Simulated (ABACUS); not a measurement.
# Cu under changes of volume

One of the cells (11.810 Å³/atom); the others are scaled copies at fixed shape and fractional positions:

```
CELL_PARAMETERS angstrom
0.00000 1.80750 1.80750
1.80750 0.00000 1.80750
1.80750 1.80750 0.00000
ATOMIC_POSITIONS crystal
Cu 0.00000 0.00000 0.00000
```

- Program: ABACUS 3.10.1
- Functional: PBEsol
- Potentials or basis: PseudoDojo NC SR 0.4.1 PBEsol standard
- Cutoff: 1252 eV
- Density cutoff: 5007 eV
- Basis: plane waves
- k mesh: 13 × 13 × 13
- Occupations: fermi-dirac, width 0.05 eV
- Spin: no spin polarisation

```tsv
volume (Å³/atom)	energy over the lowest point (meV/atom)	pressure (GPa)
11.102	?	?
11.338	0.00	-0.7
11.574	3.43	-4.0
11.810	11.43	-6.9
12.047	23.45	-9.5
12.283	39.02	-11.7
12.519	57.70	-13.7
```

**Question.** What does the run at 11.102 Å³/atom give?

**Answer.** Energy over the lowest point 1.75 meV/atom; pressure 3.0 GPa.

Worked out: A Birch-Murnaghan fit of order 3 (a polynomial in V^(-2/3)) to the other rows has its minimum at 11.29 Å³/atom, just outside them, with B0 = V·E''(V) = 170 GPa and B' = 4.9. It gives 1.69 meV/atom at 11.102 Å³/atom, against the run's 1.75, and -dE/dV = 3.0 GPa, against 3.0.

Energies are extrapolated to zero smearing.
